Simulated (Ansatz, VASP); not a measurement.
# KCl (Sylvite) in two plane-wave programs

One calculation is typed for both programs; each brings its own data sets and cutoff. How far apart do they land? The cell is a member of a volume series, scaled by 0.985 from a relaxed one, so a pressure remains. Other levels of theory on this material are compared in a session of their own.

Method: plane waves, with VASP 6.6.1 beside it; single point at LDA, in Ansatz 0.2.0.

**1. The structure**

Symmetry: Fm-3m, No. 225, cubic system. The conventional cell has a = 6.053 Å, b = 6.053 Å, c = 6.053 Å, α = 90.00°, β = 90.00°, γ = 90.00°. Nearest to K lie 6 Cl at 3.03 Å. Cl has 6 K at 3.03 Å nearest. Farther neighbours and most contacts between anions are not listed.

**2. VASP: single point, LDA, volume scaled by 0.985**

A single point gives forces, pressure and levels at one fixed geometry, so differences don't come from the geometry; what else differs is listed under the comparison.

Lines of VASP's logs that name or quote its potential files are left out, and so is its time.

The input asks for a relaxation, which ended at its first step since no free force or stress exceeded the threshold; so it serves as a single point.

The input, INCAR:

```
SYSTEM = KCl
PREC = Accurate
ENCUT = 500
EDIFF = 1E-06
NELM = 100
ISMEAR = 0
SIGMA = 0.03
LREAL = .FALSE.
ALGO = Normal
GGA = CA
NBANDS = 14
LORBIT = 11
LWAVE = .FALSE.
LCHARG = .FALSE.
KPAR = 4
IBRION = 2
NSW = 30
ISIF = 4
EDIFFG = -0.01
```

The input, POSCAR:

```
KCl
1.0
    0.0000000000      3.0263082380      3.0263082380
    3.0263082380      0.0000000000      3.0263082380
    3.0263082380      3.0263082380      0.0000000000
K Cl
1 1
Direct
    0.0000000000      0.0000000000      0.0000000000
    0.5000000000      0.5000000000      0.5000000000
```

The input, KPOINTS:

```
Automatic mesh
0
Gamma
6 6 6
0 0 0
```

PAW data sets: K_sv and Cl (LDA family, release 64).

Started as:

```
$ mpirun -np 4 vasp_std
```

Numbers of over 12 decimals in the logs are rounded to 6 here.

The log of the run:

```text
[banner, memory and clock lines left out]
running    4 mpi-ranks, on    1 nodes
 distrk:  each k-point on    1 cores,    4 groups
 distr:  one band on    1 cores,    1 groups

 POSCAR found type information on POSCAR K Cl
 POSCAR found :  2 types and       2 ions
 LDA part: xc-table for (Slater(with rela. corr.)+CA(PZ))
 , standard interpolation
 POSCAR, INCAR and KPOINTS ok, starting setup
 FFT: planning ... GRIDC
 FFT: planning ... GRID_SOFT
 FFT: planning ... GRID
 WAVECAR not read
 entering main loop
       N       E                     dE             d eps       ncg     rms          rms(c)
DAV:   1     0.104613153056E+03    0.10461E+03   -0.70606E+03   448   0.101E+03
DAV:   2    -0.143081765559E+01   -0.10604E+03   -0.96317E+02   574   0.265E+02
DAV:   3    -0.750003542975E+01   -0.60692E+01   -0.60387E+01   604   0.543E+01
DAV:   4    -0.767691838693E+01   -0.17688E+00   -0.17680E+00   710   0.932E+00
DAV:   5    -0.767892509040E+01   -0.20067E-02   -0.20067E-02   600   0.968E-01    0.426E+00
DAV:   6    -0.743147692384E+01    0.24745E+00   -0.38357E-01   526   0.354E+00    0.339E+00
DAV:   7    -0.740655317361E+01    0.24924E-01   -0.72155E-02   600   0.171E+00    0.186E+00
DAV:   8    -0.740633851931E+01    0.21465E-03   -0.11064E-02   618   0.866E-01    0.218E-01
DAV:   9    -0.740633119831E+01    0.73210E-05   -0.47470E-04   614   0.133E-01    0.714E-02
DAV:  10    -0.740641334610E+01   -0.82148E-04   -0.53817E-05   524   0.547E-02    0.457E-03
DAV:  11    -0.740641426451E+01   -0.91841E-06   -0.16714E-06   566   0.941E-03
   1 F= -.74064143E+01 E0= -.74064143E+01  d E =-.740641E+01
 curvature:   0.00 expect dE= 0.000E+00 dE for cont linesearch  0.000E+00
 trial: gam= 0.00000 g(F)=  0.687E-60 g(S)=  0.217E-33 ort = 0.000E+00 (trialstep = 0.100E+01)
 search vector abs. value=  0.100E-09
 reached required accuracy - stopping structural energy minimisation
```

From OUTCAR (step 2):

```text
ion  position               nearest neighbor table
   1  0.000  0.000  0.000-   2 3.03   2 3.03   2 3.03   2 3.03   2 3.03   2 3.03
   2  0.500  0.500  0.500-   1 3.03   1 3.03   1 3.03   1 3.03   1 3.03   1 3.03

  LATTYP: Found a face centered cubic cell.
 ALAT       =     6.0526164760

 Subroutine GETGRP returns: Found 48 space group operations
 (whereof 48 operations were pure point group operations)

The static configuration has the point symmetry O_h .

 Found     16 irreducible k-points:

   k-points           NKPTS =     16   k-points in BZ     NKDIM =     16   number of bands    NBANDS=     14

   dimension x,y,z NGX =    32 NGY =   32 NGZ =   32
   dimension x,y,z NGXF=    64 NGYF=   64 NGZF=   64

   ENCUT  =  500.0 eV  36.75 Ry    6.06 a.u.   7.80  7.80  7.80*2*pi/ulx,y,z

   NELECT =      16.0000    total number of electrons

 k-points in reciprocal lattice and weights: Automatic mesh
   0.00000000  0.00000000  0.00000000       0.005
   0.16666667  0.00000000  0.00000000       0.037
   0.33333333  0.00000000  0.00000000       0.037
   0.50000000  0.00000000  0.00000000       0.019
   0.16666667  0.16666667  0.00000000       0.028
   0.33333333  0.16666667  0.00000000       0.111
   0.50000000  0.16666667  0.00000000       0.111
  -0.33333333  0.16666667  0.00000000       0.111
  -0.16666667  0.16666667  0.00000000       0.056
[...]
-0.33333333  0.33333333  0.16666667       0.111
  -0.33333333  0.50000000  0.16666667       0.056

 average (electrostatic) potential at core
       1 -35.0627       2 -98.0367

 E-fermi :  -1.3376

 k-point     1 :       0.0000    0.0000    0.0000
  band No.  band energies     occupation
    ...
      4     -11.8463      2.00000
      5     -11.8463      2.00000
      6      -1.5662      2.00000
      7      -1.5662      2.00000
      8      -1.5662      2.00000
      9       3.5936      0.00000
     10       6.5440      0.00000
     11       6.5440      0.00000
     12       6.5440      0.00000
     13       7.5530      0.00000
    ...

 k-point     2 :       0.1667    0.0000    0.0000
  band No.  band energies     occupation
    ...
      4     -11.8498      2.00000
      5     -11.7559      2.00000
      6      -1.9815      2.00000
      7      -1.6892      2.00000
      8      -1.6892      2.00000
      9       4.3193      0.00000
     10       6.3737      0.00000
     11       6.9369      0.00000
     12       6.9369      0.00000
     13       8.0107      0.00000
    ...

 k-point     3 :       0.3333    0.0000    0.0000
  band No.  band energies     occupation
    ...
      4     -11.8565      2.00000
      5     -11.5887      2.00000
      6      -2.6457      2.00000
      7      -1.9174      2.00000
      8      -1.9174      2.00000
      9       5.5317      0.00000
     10       6.6345      0.00000
     11       8.0098      0.00000
     12       8.0098      0.00000
     13       9.1520      0.00000
    ...

  Total        0.1344224      0.1344224      0.1344224     -0.0000000      0.0000000      0.0000000
  in kB        3.8851950      3.8851950      3.8851950     -0.0000000      0.0000000      0.0000000
  external PRESSURE =       3.8851950 kB  Pullay stress =       0.0000000 kB

  energy-cutoff  :      500.00
  volume of cell :       55.43
      direct lattice vectors                 reciprocal lattice vectors
     0.000000000  3.026308238  3.026308238    -0.165217804  0.165217804  0.165217804
     3.026308238  0.000000000  3.026308238     0.165217804 -0.165217804  0.165217804
     3.026308238  3.026308238  0.000000000     0.165217804  0.165217804 -0.165217804

 POSITION                                       TOTAL-FORCE (eV/Angst)
 -----------------------------------------------------------------------------------
      0.00000      0.00000      0.00000         0.000000      0.000000      0.000000
      3.02631      3.02631      3.02631        -0.000000     -0.000000     -0.000000
 -----------------------------------------------------------------------------------
    total drift:                                0.000000     -0.000000     -0.000000

  FREE ENERGIE OF THE ION-ELECTRON SYSTEM (eV)
  ---------------------------------------------------
  free  energy   TOTEN  =        -7.4064142645 eV

  energy  without entropy=       -7.4064142645  energy(sigma->0) =       -7.40641426

 reached required accuracy - stopping structural energy minimisation

 total charge
# of ion       s       p       d       tot
------------------------------------------
    1        1.959   5.569   0.036   7.564
    2        1.585   3.554   0.000   5.139
--------------------------------------------------
tot          3.544   9.123   0.036  12.704

[... 3 further parts left out ...]
```

**3. Ansatz: single point, LDA, volume scaled by 0.985**

Ansatz runs on its default PAW (the set named soft_2) files.

The same cell, functional (in two slightly different forms), mesh and smearing now go to Ansatz, which takes its cutoff from its data sets.

The input, input.yaml:

```yaml
crystal:
  lattice:
    - [0.0, 3.02630824, 3.02630824]
    - [3.02630824, 0.0, 3.02630824]
    - [3.02630824, 3.02630824, 0.0]
  atoms:
    - { symbol: K, position: [0.0, 0.0, 0.0] }
    - { symbol: Cl, position: [0.5, 0.5, 0.5] }
hamiltonian:
  xc: lda
  pseudopotentials: { kind: paw }
kpoints:
  mp_grid: { grid: [6, 6, 6] }
scf:
  occupations: { method: gaussian, width: 0.03 }
  n_extra_bands: 4
output:
  forces: true
  stress: true
  eigenvalues: true
```

Started as:

```
$ ansatz run input.yaml --threads 2 --pin off --max-ram 4608MiB --backend cpu --events-out ev --progress --plain --runs-dir out
```

The log of the run:

```text
scf.n_extra_bands = 4 over 8 filled bands (N_el = 16.0): the run solves 12 bands
Engine: ansatz 0.2.0, aarch64-unknown-linux-gnu
Pseudopotentials: kind: paw
Pseudopotential: K, paw, valence charge 9, recommended cutoff 420 eV (normal), K.paw.azcp
Pseudopotential: Cl, paw, valence charge 7, recommended cutoff 420 eV (normal), Cl.paw.azcp
Functional definition: SPW92
  exchange = slater_x
  correlation = pw_c
Crystal: 2 atoms, lattice volume = 55.433 Å³
Basis set: ecut = 420 eV, 1067 PW (Γ)
Bands: 12, of which v1, the nominal top of the filled ones, is band 8 counted from 1 (7 counted from 0)
Symmetry: 48 space group operations
Space group: Fm-3m (ITA 225), of the structure as read, at distance tolerance 3.8e-5 Å
k-points: 16 of 216
Non-local potential: K, projectors of the file, l = 0: 3, l = 1: 2, l = 2: 2
Non-local potential: Cl, projectors of the file, l = 0: 2, l = 1: 2, l = 2: 2
PAW form: soft (Blöchl's): semilocal exchange-correlation on the pseudo side does not see the compensation charge
PAW frozen core: K, regenerated for the run's functional, and the local potential with it (the file was generated under x = pbe(κ = 0.804, μ = 0.219515), c = pbe(β = 0.066725))
PAW frozen core: Cl, regenerated for the run's functional, and the local potential with it (the file was generated under x = pbe(κ = 0.804, μ = 0.219515), c = pbe(β = 0.066725))
PAW one-centre angular grid: K, 110 points (default); XC on 64 Gauss nodes
PAW one-centre angular grid: Cl, 110 points (default); XC on 64 Gauss nodes
Initial density: superposition of atomic densities (neutral atoms: chi_scale 0, normalization atom), corrected by the library's trained network
Initial wavefunctions: pseudopotential atomic-orbital guess
Functional: x = slater, c = lda
SCF iter   1: F=—  HF=-2544.300130 eV  |F-HF|=—  |Δ(HF+E_count)|=         —  Δρ=6.63e-3  dr2=2.32e-2  ethr=1.77e-3  ⟨swp⟩=6.2  Hψ=1225  notcnv=0
preconditioner: auto → none  [insulator: Δε(μ)=5.039 eV  Ē_g=15.118 eV  σ=0.030 eV  W_gap=1.00  n_scr=14 (ndim 8)  ℏωp=18.7 eV  f_vac=0.066  D(μ)=0.00/eV (n_scr^D=0)  ε∞_Penn≈2.5]
SCF iter   2: F=—  HF=-2544.292043 eV  |F-HF|=—  |Δ(HF+E_count)|=   8.09e-3  Δρ=2.99e-3  dr2=2.13e-3  ethr=1.45e-4  ⟨swp⟩=2.4  Hψ=449  notcnv=0
SCF iter   3: F=—  HF=-2544.291410 eV  |F-HF|=—  |Δ(HF+E_count)|=   6.32e-4  Δρ=9.67e-4  dr2=2.87e-4  ethr=1.33e-5  ⟨swp⟩=2.0  Hψ=304  notcnv=0
SCF iter   4: F=—  HF=-2544.291325 eV  |F-HF|=—  |Δ(HF+E_count)|=   8.52e-5  Δρ=8.83e-5  dr2=3.57e-6  ethr=1.79e-6  ⟨swp⟩=2.4  Hψ=289  notcnv=0
SCF iter   5: F=—  HF=-2544.291326 eV  |F-HF|=—  |Δ(HF+E_count)|=   6.79e-7  Δρ=1.71e-5  dr2=3.68e-8  ethr=2.23e-8  ⟨swp⟩=3.0  Hψ=310  notcnv=0
SCF iter   6: F=-2544.291326 eV  HF=-2544.291326 eV  |F-HF|=2.56e-10  |Δ(HF+E_count)|=   1.06e-8  Δρ=9.37e-7  dr2=4.00e-10  ethr=2.30e-10  ⟨swp⟩=1.7  Hψ=603  notcnv=0
SCF 1 converged in 6 iterations: F = -2544.291326 eV  dr2 = 4.00e-10
  greatest PAW one-centre occupation: 0.985 electrons in one spin orbital (limit 2), on the K atom at site 0 (counted from 0), in its partial waves of l = 0
SCF converged after 6 iterations
Free energy (F): -2544.291326 eV
Harris-Foulkes:  -2544.291326 eV  (|F-HF|=2.56e-10)
Internal energy: -2544.291326 eV  (E = F + TS)
E sigma→0 (E₀):  -2544.291326 eV
Fermi energy:    4.012191 eV
--- Per-component energies (eV) ---
  E_band       = -119.928840
  E_kinetic    = 416.306686
  E_local      = -786.246852  (includes V_loc(G=0)·N_el)
  E_nonlocal   = 45.670736
  E_hartree    = 259.611615
  E_xc         = -239.726935
  E_vxc        = -286.084599  (∫ρ·V_xc dr)
  E_paw        = -1368.020094  (= ΣΔE_a)
  E_vpaw       = -28.798642  (= ΣTr[D̂ρ^β])
  E_aug_tail   = 0.000095  (compensation charges beyond the density's cutoff)
  E_ewald      = -872.334568
  E_core_change = 0.447992  (= ΣΔE_core)
  E_smearing   = -0.000000  (= −TS)
  E_closure    = -0.000000  (closes the sum)
  Σ components = -2544.291326   (vs F -2544.291326, Δ=0.00e0)
--- Forces (eV/Å), atoms counted from 1 ---
  atom   1  K     -0.00000000     0.00000000     0.00000000
  atom   2  Cl     0.00000000    -0.00000000     0.00000000
  max |Σ_I F_I| component: 4.40e-30 eV/Å
--- Stress (GPa, compression-positive) ---
        0.291701       0.000000      -0.000000
        0.000000       0.291701      -0.000000
       -0.000000       0.000000       0.291701
  P = ⅓ Tr σ = 0.2917 GPa (2.917 kbar)
--- Band table (eV; the first three rows and the last of 16) ---
  k-point 0: bands = [... 4 lower, -8.8554, 1.4340, 1.4340, 1.4340, 6.5901, 9.5324, 9.5324, 9.5324]
  k-point 1: bands = [... 4 lower, -8.7666, 1.0195, 1.3111, 1.3111, 7.3158, 9.3641, 9.9225, 9.9225]
  k-point 2: bands = [... 4 lower, -8.6022, 0.3567, 1.0828, 1.0828, 8.5224, 9.6325, 10.9866, 10.9866]
  k-point 15: bands = [... 4 lower, -8.7836, 0.7589, 0.8822, 1.0077, 8.3263, 10.3308, 10.7038, 11.8064]
```

Run time: 0.84 s. Hardware: 2 threads of Arm Neoverse N1, shared host; peak memory 0.27 GiB; 1.3 s of CPU time.

The run ends at a pressure of 0.29 GPa.

**4. Differences**

Known differences besides the potentials themselves: the two LDA forms differ slightly; the cutoff is 420 eV in Ansatz and 500 eV in VASP; VASP's log shows a relativistic correction to its local exchange, Ansatz's none. Total energies have different zeros and are not compared.

The two programs side by side:

| quantity | Ansatz | VASP | difference |
| --- | --- | --- | --- |
| pressure (GPa) | 0.29 | 0.39 | -0.10 |
| gap on the k mesh (eV) | 5.156 | 5.160 | -0.004 |

A gap on the mesh is an upper bound, since the band edges may lie between its points.

**5. Outcome**

| Property | Result |
| --- | --- |
| difference in gap on the k mesh (single point, LDA, volume scaled by 0.985) | -0.0037 eV |

The difference in gap on the k mesh is -0.0037 eV (single point, LDA, volume scaled by 0.985), within the 0.08 eV picked in this series as the mark of a large difference. 5 further runs of this series are not shown here. How closely two codes agree says nothing of how well the functional describes the real material.

[Lines on the potential files, build, host, timing and source positions are cut from VASP's logs without a mark.]

[Logs are printed without paths, hosts, clocks, repeated set-up lines and the standing remarks that a program may print on its own settings, such as how far it seeks lower states.]

[Hosts, paths, dates, database ids (printed as entryN), source tags and the programs' standing remarks are cut or masked in the printed files.]
